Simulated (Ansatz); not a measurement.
## How well the gap of Ga6AsP5 (zincblende [001] superlattice) can be computed

Aim: a best estimate of the quasiparticle gap of Ga6AsP5 (zincblende [001] superlattice), with each correction and its cost laid out.

Method: density functionals, hybrids, G0W0, plane waves, PAW, in Ansatz 0.2.0.

## Step 1: The structure

The cell holds 12 atoms: 6 Ga, 1 As and 5 P. Its edges and angles: a = 3.874 Å, b = 3.874 Å, c = 16.404 Å, α = 90.0°, β = 90.0°, γ = 90.0°. It derives from GaAs. Regions: GaAs, 2 atoms (1 Ga and 1 As); GaP, 10 atoms (5 Ga and 5 P). The structure's axis is c.

Coordinates:

```cif
data_structure
_symmetry_space_group_name_H-M 'P 1'
_symmetry_Int_Tables_number 1
_cell_length_a 3.8744
_cell_length_b 3.8744
_cell_length_c 16.4043
_cell_angle_alpha 90.000
_cell_angle_beta 90.000
_cell_angle_gamma 90.000
_cell_volume 246.24
loop_
_atom_site_label
_atom_site_type_symbol
_atom_site_fract_x
_atom_site_fract_y
_atom_site_fract_z
_atom_site_occupancy
Ga1 Ga 0.00000 0.00000 0.04125 1
As2 As 0.50000 0.00000 0.12969 1
Ga3 Ga 0.50000 0.50000 0.21812 1
P4 P 0.00000 0.50000 0.30041 1
Ga5 Ga 0.00000 0.00000 0.38281 1
P6 P 0.50000 0.00000 0.46510 1
Ga7 Ga 0.50000 0.50000 0.54739 1
P8 P 0.00000 0.50000 0.62969 1
Ga9 Ga 0.00000 0.00000 0.71198 1
P10 P 0.50000 0.00000 0.79427 1
Ga11 Ga 0.50000 0.50000 0.87656 1
P12 P 0.00000 0.50000 0.95897 1
```

The structure was relaxed with PBEsol. The runs that relaxed it are not among those shown.

## Step 2: PBEsol bands

Levels along a band path, at the cheap level, show where the edges lie and whether the meshes to come will hold them.

This step: DFT, PBEsol, plane waves, PAW; PAW set soft_1.

The input, input.yaml:

```yaml
crystal:
  lattice:
    - [3.8743988236, 0.0, 0.0]
    - [0.0, 3.8743988236, 0.0]
    - [0.0, 0.0, 16.4043047053]
  atoms:
    - { symbol: Ga, position: [0.0, 0.0, 0.0412541376] }
    - { symbol: As, position: [0.5, 0.0, 0.1296876506] }
    - { symbol: Ga, position: [0.5, 0.5, 0.2181211637] }
    - { symbol: P, position: [0.0, 0.5, 0.300410162] }
    - { symbol: Ga, position: [0.0, 0.0, 0.3828148675] }
    - { symbol: P, position: [0.5, 0.0, 0.4651022242] }
    - { symbol: Ga, position: [0.5, 0.5, 0.5473946758] }
    - { symbol: P, position: [0.0, 0.5, 0.6296876506] }
    - { symbol: Ga, position: [0.0, 0.0, 0.7119806254] }
    - { symbol: P, position: [0.5, 0.0, 0.794273077] }
    - { symbol: Ga, position: [0.5, 0.5, 0.8765604337] }
    - { symbol: P, position: [0.0, 0.5, 0.9589651392] }
kpoints:
  mp_grid: { grid: [6, 6, 2] }
  band_path:
    path:
      - [[0.0, 0.0, 0.0], [0.0, 0.5, 0.0], [0.5, 0.5, 0.0], [0.0, 0.0, 0.0], [0.0, 0.0, 0.5], [0.0, 0.5, 0.5], [0.5, 0.5, 0.5], [0.0, 0.0, 0.5]]
      - [[0.0, 0.5, 0.0], [0.0, 0.5, 0.5]]
      - [[0.5, 0.5, 0.0], [0.5, 0.5, 0.5]]
    npoints: 10
hamiltonian:
  xc: pbesol
  pseudopotentials: { kind: paw, azcp: { folder: soft_1 }, xc_functional: pbe }
scf:
  occupations: { method: fermi_dirac, width: 0.02 }
  n_extra_bands: 8
output:
  eigenvalues: true
  write_density: true
  write_potential: true
  elf: true
  volumetric_format: npy
```

Started as:

```console
$ ansatz run input.yaml --threads 2 --pin off --max-ram 73728MiB --backend cuda --events-out ev --progress --plain --runs-dir out --devices 1 --max-vram 13GiB
```

Numbers of over 12 decimals in the logs are rounded to 6 here.

Log:

```text
scf.n_extra_bands = 8 over 59 filled bands (N_el = 118.0): the run solves 67 bands
GPUs: using 1 of 1 available (devices: 1).
Engine: ansatz 0.2.0, x86_64-unknown-linux-gnu
Pseudopotentials: kind: paw
Pseudopotential: Ga, paw, valence charge 13, recommended cutoff 420 eV (normal), soft_1/Ga.paw.azcp
Pseudopotential: As, paw, valence charge 15, recommended cutoff 420 eV (normal), soft_1/As.paw.azcp
Pseudopotential: P, paw, valence charge 5, recommended cutoff 420 eV (normal), soft_1/P.paw.azcp
Functional definition: PBEsol
  exchange = pbesol_x
  correlation = pbesol_c
device memory: the entry about to start is reckoned to put 3.8 GiB on a device that reports 62.0 GiB free (of which the cap on the GPU budget leaves the run 13.0 GiB)
GPU FFT provider: cuFFT
GPU libraries: cuBLAS 13.8.2, cuFFT 12.4.0, cuSOLVER 12.3.4
Crystal: 12 atoms, lattice volume = 246.244 Å³
Basis set: ecut = 420 eV, 4847 PW (Γ)
Bands: 67, of which v1, the nominal top of the filled ones, is band 59 counted from 1 (58 counted from 0)
Symmetry: 8 space group operations
Space group: P-4m2 (ITA 115), of the structure as read, at distance tolerance 6.3e-5 Å
k-points: 20 of 72
Non-local potential: Ga, projectors of the file, l = 0: 2, l = 1: 2, l = 2: 3, l = 3: 1
Non-local potential: As, projectors of the file, l = 0: 2, l = 1: 2, l = 2: 3, l = 3: 1
Non-local potential: P, projectors of the file, l = 0: 2, l = 1: 2, l = 2: 1
PAW form: soft (Blöchl's): semilocal exchange-correlation on the pseudo side does not see the compensation charge
PAW frozen core: Ga, regenerated for the run's functional, and the local potential with it (the file was generated under x = pbe(κ = 0.804, μ = 0.219515), c = pbe(β = 0.066725))
PAW frozen core: As, regenerated for the run's functional, and the local potential with it (the file was generated under x = pbe(κ = 0.804, μ = 0.219515), c = pbe(β = 0.066725))
PAW frozen core: P, regenerated for the run's functional, and the local potential with it (the file was generated under x = pbe(κ = 0.804, μ = 0.219515), c = pbe(β = 0.066725))
PAW one-centre angular grid: Ga, 590 points (default); XC on 64 Gauss nodes
PAW one-centre angular grid: As, 590 points (default); XC on 64 Gauss nodes
PAW one-centre angular grid: P, 110 points (default); XC on 64 Gauss nodes
Initial density: superposition of atomic densities (chi_scale 0.1, normalization cell, long waves kept (reshape's long-wave potential 0.44 eV rms))
Initial wavefunctions: pseudopotential atomic-orbital guess
GPU buffer pool allocated for 87480 grid points (all kernels)
GPU transforms: local potential and band sums: pruned to the plane-wave sphere, on 25×25×120
Functional: x = pbesol(κ = 0.804, μ = 0.123457), c = pbesol(β = 0.046)
SCF iter   1: F=—  HF=-30978.210757 eV  |F-HF|=—  |Δ(HF+E_count)|=         —  Δρ=4.53e-2  dr2=5.04e0  ethr=3.10e-3  ⟨swp⟩=8.0  Hψ=5571  notcnv=0
preconditioner: auto → Resta (q_TF=auto, 2.413 Å⁻¹)  ε∞=4.5  [insulator: Δε(μ)=0.932 eV  Ē_g=13.213 eV  σ=0.020 eV  W_gap=1.00  n_scr=60 (ndim 8)  ℏωp=24.6 eV  f_vac=0.000  D(μ)=0.00/eV (n_scr^D=0)  ε∞_Penn≈4.5]
SCF iter   2: F=—  HF=-30977.331200 eV  |F-HF|=—  |Δ(HF+E_count)|=   8.80e-1  Δρ=2.57e-2  dr2=1.14e0  ethr=3.10e-3  ⟨swp⟩=2.9  Hψ=1834  notcnv=0  defer=50
SCF iter   3: F=—  HF=-30977.116376 eV  |F-HF|=—  |Δ(HF+E_count)|=   2.15e-1  Δρ=5.11e-3  dr2=1.23e-1  ethr=9.66e-4  ⟨swp⟩=3.0  Hψ=2753  notcnv=0  defer=52
SCF iter   4: F=—  HF=-30977.090398 eV  |F-HF|=—  |Δ(HF+E_count)|=   2.60e-2  Δρ=1.92e-3  dr2=1.41e-2  ethr=1.05e-4  ⟨swp⟩=3.8  Hψ=2800  notcnv=0  defer=54
SCF iter   5: F=—  HF=-30977.088035 eV  |F-HF|=—  |Δ(HF+E_count)|=   2.36e-3  Δρ=1.15e-3  dr2=2.81e-3  ethr=1.20e-5  ⟨swp⟩=2.0  Hψ=2562  notcnv=0  defer=54
SCF iter   6: F=—  HF=-30977.089552 eV  |F-HF|=—  |Δ(HF+E_count)|=   1.52e-3  Δρ=3.05e-4  dr2=4.36e-4  ethr=2.38e-6  ⟨swp⟩=2.0  Hψ=2572  notcnv=0  defer=54
SCF iter   7: F=—  HF=-30977.089653 eV  |F-HF|=—  |Δ(HF+E_count)|=   1.01e-4  Δρ=6.58e-5  dr2=8.47e-6  ethr=3.69e-7  ⟨swp⟩=2.0  Hψ=2481  notcnv=0  defer=54
SCF iter   8: F=—  HF=-30977.089913 eV  |F-HF|=—  |Δ(HF+E_count)|=   2.61e-4  Δρ=2.99e-5  dr2=1.49e-6  ethr=7.17e-9  ⟨swp⟩=2.4  Hψ=2506  notcnv=0  defer=54
SCF iter   9: F=—  HF=-30977.089917 eV  |F-HF|=—  |Δ(HF+E_count)|=   3.51e-6  Δρ=1.06e-5  dr2=2.35e-7  ethr=1.26e-9  ⟨swp⟩=2.0  Hψ=2466  notcnv=0  defer=54
SCF iter  10: F=-30977.089917 eV  HF=-30977.089917 eV  |F-HF|=3.16e-8  |Δ(HF+E_count)|=   2.72e-7  Δρ=3.23e-6  dr2=2.75e-8  ethr=8.47e-11  ⟨swp⟩=12.1  Hψ=5195  notcnv=0
SCF 1 converged in 10 iterations: F = -30977.089917 eV  dr2 = 2.75e-8
[...]
device memory: the entry about to start is reckoned to put 3.3 GiB on a device that reports 71.2 GiB free (of which the cap on the GPU budget leaves the run 13.0 GiB)
NSCF: frozen V_eff on 93 k-points
SCF converged after 10 iterations
Free energy (F): -30977.089917 eV
Harris-Foulkes:  -30977.089917 eV  (|F-HF|=3.16e-8)
Internal energy: -30977.089917 eV  (E = F + TS)
E sigma→0 (E₀):  -30977.089917 eV
Fermi energy:    7.903444 eV
--- Per-component energies (eV) ---
  E_band       = -622.032158
  E_kinetic    = 1113.931314
  E_local      = -13019.348536  (includes V_loc(G=0)·N_el)
  E_nonlocal   = -779.988493
  E_hartree    = 7689.186374
  E_xc         = -808.709175
  E_vxc        = -716.693110  (∫ρ·V_xc dr)
  E_paw        = -16401.830954  (= ΣΔE_a)
  E_vpaw       = -2598.306297  (= ΣTr[D̂ρ^β])
  E_aug_tail   = -0.001381  (compensation charges beyond the density's cutoff)
  E_ewald      = -8776.703853
  E_core_change = 6.374786  (= ΣΔE_core)
  E_smearing   = -0.000000  (= −TS)
  E_closure    = 0.000000  (closes the sum)
  Σ components = -30977.089917   (vs F -30977.089917, Δ=0.00e0)
--- Band table (eV; the first three rows and the last of 20) ---
  k-point 0: bands = [... 55 lower, 6.2686, 7.1988, 7.2273, 7.2273, 8.6222, 8.7158, 8.7166, 8.8086, ... 4 higher]
  k-point 1: bands = [... 55 lower, 6.7716, 6.7716, 6.9868, 6.9868, 8.5864, 8.5889, 9.1168, 9.1317, ... 4 higher]
  k-point 2: bands = [... 55 lower, 6.3263, 6.3915, 6.5099, 7.1228, 8.9321, 9.3463, 9.4650, 9.7040, ... 4 higher]
  k-point 19: bands = [... 55 lower, 4.2485, 4.2485, 4.2516, 4.3552, 9.0685, 9.2171, 9.2371, 9.3736, ... 4 higher]
```

It took 16 s on 1 × NVIDIA H100 80GB HBM3 (shared by 6 runs) with 2 threads of AMD EPYC 7R13 (Zen 3), shared host; peak memory 1.1 GiB; 6.5 s of CPU time.

Numbers from this step:

- filled bands: 59
- gap: 1.358 eV
- valence top at: Γ
- conduction bottom at: M
- least direct gap: 1.395 eV

The gap is indirect, with the least direct gap 0.04 eV higher.

Electronic bands along the path, in eV, zero at the top of the highest nominally filled band:

```csv
point,band 56,band 57,band 58,band 59,band 60,band 61,band 62,band 63
Γ,-0.96,-0.03,0.00,0.00,1.39,1.49,1.49,1.58
halfway,-0.86,-0.85,-0.81,-0.25,1.92,2.00,2.04,2.36
X,-1.31,-1.31,-1.30,-0.70,2.00,2.00,2.02,2.06
halfway,-2.05,-2.00,-2.00,-1.98,2.43,2.51,2.56,2.60
M,-2.79,-2.74,-2.74,-2.70,1.36,1.54,1.67,1.67
halfway,-1.74,-1.72,-1.20,-1.17,2.02,3.08,3.16,3.42
Γ,-0.96,-0.03,0.00,0.00,1.39,1.49,1.49,1.58
halfway,-0.69,-0.34,-0.09,-0.09,1.37,1.41,1.69,1.78
Z,-0.46,-0.46,-0.24,-0.24,1.36,1.36,1.89,1.90
halfway,-0.91,-0.88,-0.60,-0.34,2.03,2.07,2.20,2.25
R,-1.28,-1.17,-1.15,-0.70,1.43,1.46,2.70,2.73
halfway,-2.27,-2.15,-2.00,-2.00,2.17,2.25,2.30,2.37
A,-2.98,-2.98,-2.98,-2.87,1.84,1.99,2.01,2.15
halfway,-1.52,-1.51,-1.27,-1.22,2.60,2.60,2.95,3.03
Z,-0.46,-0.46,-0.24,-0.24,1.36,1.36,1.89,1.90
jump to X,-1.31,-1.31,-1.30,-0.70,2.00,2.00,2.02,2.06
halfway,-1.32,-1.31,-1.28,-0.70,1.61,1.63,2.42,2.47
R,-1.28,-1.17,-1.15,-0.70,1.43,1.46,2.70,2.73
jump to M,-2.79,-2.74,-2.74,-2.70,1.36,1.54,1.67,1.67
halfway,-2.85,-2.82,-2.82,-2.76,1.50,1.67,1.81,1.81
A,-2.98,-2.98,-2.98,-2.87,1.84,1.99,2.01,2.15
```

Electrostatic potential energy in the ca plane at fractional y = 0.000, with atoms of Ga and As and P within 0.2 Å of it. With pseudopotentials it is smooth inside the atoms' cores, unlike the true potential.

Ten even steps from '0' (-37 eV) to '9' (36 eV), each cell a mean:
```
69964666666666569964666666665489855666666665
45545566666666545545566666666555545666666665
55554444666666655554445666666655554455666666
66644553566666666641003566666666530014666666
66645995466666666530001566666666510003666666
66644874466666666640002566666666520004666666
65553433566666666553124666666665542135666666
54445555666666654445556666666544455556666666
57855666666666557855666666665468745666666665
69974566666666569974566666665599955666666664
```
Columns run along c (16.4 Å; values clipped at the 3rd and 97th percentile), rows up along a (3.9 Å). Atoms in or near the plane, at fractional coordinates: Ga at (0.04, 0.00), As at (0.13, 0.50), Ga at (0.38, 0.00), P at (0.47, 0.50), Ga at (0.71, 0.00), P at (0.79, 0.50).

ELF in the ca plane at fractional y = 0.000, with atoms of Ga and As and P within 0.2 Å of it. It is the smooth field of the valence electrons, not physical close to the nuclei.

Ten even steps from '0' (0.01) to '9' (0.89), each cell a mean:
```
10013421000012210013321000012200023310000122
22236764200001222236764100012222247752000012
23478766520000123479986410001223699876300001
13676335651000013798447741000025897367520000
03664014652000003783006851000025870038730000
13675115652000013796117751000025883048630000
23588656641000123699877630000124899777410001
22357865410001222358975310001222479864100012
21124542100002221024542000012210135531000022
10012310000012210112210000012200022200000122
```
Columns run along c (16.4 Å), rows up along a (3.9 Å). Atoms in or near the plane, at fractional coordinates: Ga at (0.04, 0.00), As at (0.13, 0.50), Ga at (0.38, 0.00), P at (0.47, 0.50), Ga at (0.71, 0.00), P at (0.79, 0.50).

## Step 3: PBEsol+SOC

The many-body steps leave out spin-orbit coupling, so its effect is taken from a two-component run, with twice the bands.

This step: DFT, PBEsol with spin-orbit coupling, plane waves, PAW; PAW set soft_1.

input.yaml: that of step 2 with these lines changed.

```diff
@@ -22,17 +22,19 @@
     path:
-      - [[0.0, 0.0, 0.0], [0.0, 0.5, 0.0], [0.5, 0.5, 0.0], [0.0, 0.0, 0.0], [0.0, 0.0, 0.5], [0.0, 0.5, 0.5], [0.5, 0.5, 0.5], [0.0, 0.0, 0.5]]
-      - [[0.0, 0.5, 0.0], [0.0, 0.5, 0.5]]
-      - [[0.5, 0.5, 0.0], [0.5, 0.5, 0.5]]
-    npoints: 10
+      - [0.0, 0.0, 0.0]
+      - [0.0, 0.5, 0.0]
+      - [0.5, 0.5, 0.0]
+      - [0.0, 0.0, 0.5]
+      - [0.0, 0.5, 0.5]
+      - [0.5, 0.5, 0.5]
+    npoints: 1
 hamiltonian:
   xc: pbesol
-  pseudopotentials: { kind: paw, azcp: { folder: soft_1 }, xc_functional: pbe }
+  pseudopotentials: { kind: paw_fr, azcp: { folder: soft_1 }, xc_functional: pbe }
 scf:
-  occupations: { method: fermi_dirac, width: 0.02 }
-  n_extra_bands: 8
+  occupations: { method: fixed }
+  n_extra_bands: 16
+magnetization:
+  noncollinear: true
+  spin_orbit: true
 output:
   eigenvalues: true
-  write_density: true
-  write_potential: true
-  elf: true
-  volumetric_format: npy
```

Log:

```text
[...]
GPUs: using 1 of 1 available (devices: 1).
[...]
non-collinear run that drives no moment, with spin-orbit: no starting moment large enough to seed its density (crystal.atoms[].spin), no starting occupations that ask for one, no magnetisation constraint and no magnetic field, so the semilocal B_xc is pinned to zero
[...]
GPU FFT provider: cuFFT
[...]
k-point 0: bands = [... 114 lower, 7.2521, 7.2521, 7.2779, 7.2779, 8.6218, 8.6218, 8.7156, 8.7156, ... 12 higher]
  k-point 1: bands = [... 114 lower, 6.9390, 6.9390, 7.0392, 7.0392, 8.5861, 8.5861, 8.5887, 8.5887, ... 12 higher]
  k-point 2: bands = [... 114 lower, 6.5004, 6.5165, 7.1234, 7.1282, 8.9310, 8.9325, 9.3450, 9.3463, ... 12 higher]
  k-point 19: bands = [... 114 lower, 4.2712, 4.2712, 4.3617, 4.3617, 9.0672, 9.0672, 9.2175, 9.2175, ... 12 higher]
[key lines of the parts left out:]
SCF converged after 10 iterations
Magnetization: |M| = 0.0000 μB,  M = (+0.0000, +0.0000, +0.0000) μB
Free energy (F): -30977.682896 eV
Fermi energy:    7.277919 eV
```

The job ended after 10 s (1 × NVIDIA H100 80GB HBM3 (shared by 6 runs) with 2 threads; peak memory 1.2 GiB; 11 s of CPU time).

Numbers from this step:

```
gap                  : 1.307 eV
valence top at       : Γ
conduction bottom at : M
least direct gap     : 1.344 eV
```

The gap stands −0.05 eV against PBEsol.

## Step 4: HSE06

The screened hybrid is the usual rung above semilocal functionals: a quarter of exact exchange, cut off beyond a few ångström.

This step: DFT, HSE06, plane waves, PAW; PAW set soft_1.

input.yaml: that of step 3 with these lines changed.

```diff
@@ -19,3 +19,3 @@
 kpoints:
-  mp_grid: { grid: [6, 6, 2] }
+  mp_grid: { grid: [4, 4, 2] }
   band_path:
@@ -30,10 +30,7 @@
 hamiltonian:
-  xc: pbesol
-  pseudopotentials: { kind: paw_fr, azcp: { folder: soft_1 }, xc_functional: pbe }
+  xc: hse06
+  pseudopotentials: { kind: paw, azcp: { folder: soft_1 } }
 scf:
   occupations: { method: fixed }
-  n_extra_bands: 16
-magnetization:
-  noncollinear: true
-  spin_orbit: true
+  n_extra_bands: 8
 output:
```

Log:

```text
[...]
GPUs: using 1 of 1 available (devices: 1).
[...]
davidson cushion auto → on  (no smearing: the cushion is to keep the highest requested band from converging to the state above it; pin scf.eigensolver.cushion to override)
[...]
GPU FFT provider: cuFFT
GPU libraries: cuBLAS 13.8.2, cuFFT 12.4.0, cuSOLVER 12.3.4
Crystal: 12 atoms, lattice volume = 246.244 Å³
Basis set: ecut = 420 eV, 4847 PW (Γ)
[...]
E sigma→0 (E₀):  -31344.378800 eV
Fermi energy:    6.896906 eV
[...]
--- Band table (eV; the first three rows and the last of 12) ---
  k-point 0: bands = [... 55 lower, 5.8867, 6.8823, 6.8969, 6.8969, 9.0703, 9.2122, 9.2525, 9.4348, ... 4 higher]
  k-point 1: bands = [... 55 lower, 6.4077, 6.4077, 6.6602, 6.6602, 9.0447, 9.0636, 9.6359, 9.6572, ... 4 higher]
  k-point 2: bands = [... 55 lower, 5.9745, 6.0215, 6.0693, 6.6363, 9.6790, 9.8176, 9.8683, 10.1367, ... 4 higher]
  k-point 11: bands = [... 55 lower, 3.7024, 3.7089, 3.7089, 3.8530, 9.5198, 9.6699, 9.6882, 9.8266, ... 4 higher]
[key lines of the parts left out:]
Free energy (F): -31344.378800 eV
```

Run time: 50 s. Hardware: 1 × NVIDIA H100 80GB HBM3 (shared by 6 runs) with 2 threads; peak memory 1.9 GiB.

Numbers from this step:

```
gap                  : 2.120 eV
valence top at       : Γ
conduction bottom at : M
least direct gap     : 2.173 eV
```

The gap stands +0.76 eV against PBEsol.

## Step 5: G0W0, 4×4×2 mesh, 259 empty bands, screening to 60 eV, PAW set soft_1 files

Now the one-shot GW correction: screening in the RPA, then the self-energy of the levels asked for. This step takes PAW set soft_1 files.

This step: G0W0 on PBEsol, plane waves, PAW; PAW set soft_1.

input.yaml: that of step 4 with these lines changed.

```diff
@@ -20,18 +20,12 @@
   mp_grid: { grid: [4, 4, 2] }
-  band_path:
-    path:
-      - [0.0, 0.0, 0.0]
-      - [0.0, 0.5, 0.0]
-      - [0.5, 0.5, 0.0]
-      - [0.0, 0.0, 0.5]
-      - [0.0, 0.5, 0.5]
-      - [0.5, 0.5, 0.5]
-    npoints: 1
 hamiltonian:
-  xc: hse06
-  pseudopotentials: { kind: paw, azcp: { folder: soft_1 } }
+  xc: pbesol
+  pseudopotentials: { kind: paw, azcp: { folder: soft_1 }, xc_functional: pbe }
 scf:
   occupations: { method: fixed }
-  n_extra_bands: 8
-output:
-  eigenvalues: true
+gw:
+  n_empty_bands: 259
+  ecut_chi: 60
+  qp_bands: [v4, c4]
+  qp_kpoints: band_edges
+  screening: { model: contour_deformation }
```

Log:

```text
GPUs: using 1 of 1 available (devices: 1).
[...]
GPU FFT provider: cuFFT
GPU libraries: cuBLAS 13.8.2, cuFFT 12.4.0, cuSOLVER 12.3.4
Crystal: 12 atoms, lattice volume = 246.244 Å³
Basis set: ecut = 420 eV, 4847 PW (Γ)
Bands: 71, of which v1, the nominal top of the filled ones, is band 59 counted from 1 (58 counted from 0)
Symmetry: 8 space group operations
[...]
k-points: 12 of 32
[...]
0    63      8.8153    -8.8234    -3.6552   -13.0494  0.7858     9.3901     9.3861  root
[...]
11    60      9.0749    -7.3235    -3.6086   -11.2360  0.7894     9.3799     9.3788  root
    11    61      9.2213    -7.1716    -3.6701   -11.1275  0.7884     9.5081     9.5071  root
    11    62      9.2416    -7.2339    -3.6598   -11.1811  0.7887     9.5300     9.5290  root
    11    63      9.3792    -7.1035    -3.6823   -11.0445  0.7891     9.6388     9.6379  root
[key lines of the parts left out:]
SCF converged after 10 iterations
Free energy (F): -30976.823896 eV
Fermi energy:    7.242418 eV
```

Run time: 25 s. Hardware: 1 × NVIDIA H100 80GB HBM3 (shared by 6 runs) with 2 threads; peak memory 1.6 GiB; 30 s of CPU time.

This step gave:

```
bands summed                                 : 318
RPA ε∞ on this mesh (eigenvalues)            : 11.67, 15.12, 15.12
plane waves in the screening matrix          : 281
G0W0 gap on the mesh                         : 1.766 eV
k of the valence top                         : 0, 0, 0
k of the conduction bottom                   : -0.5, -0.5, 0
starting gap on the mesh                     : 1.347 eV
least direct G0W0 gap on the computed points : 1.829 eV
```

The gap on the mesh goes from 1.35 eV to 1.77 eV, a correction of +0.42 eV. Between the two edge states, bare exchange in place of the xc potential would open the gap by 5.50 eV, and correlation takes back 5.08 eV.

(Part 1 of 2 ends here.)

[Paths, hosts, dates, memory and timing lines, banners, echoed tables and standing remarks are left out of the program output.]

[Logs are printed without paths, hosts, clocks, repeated set-up lines and the standing remarks that a program may print on its own settings, such as how far it seeks lower states.]

[Runs of the session that timed out or met a known fault of the program may be left out.]

[Cells called generated may have been cut or substituted from an entry of the Crystallography Open Database or the Materials Project.]

[Hosts, paths, dates, database ids (printed as entryN), source tags and the programs' standing remarks are cut or masked in the printed files.]
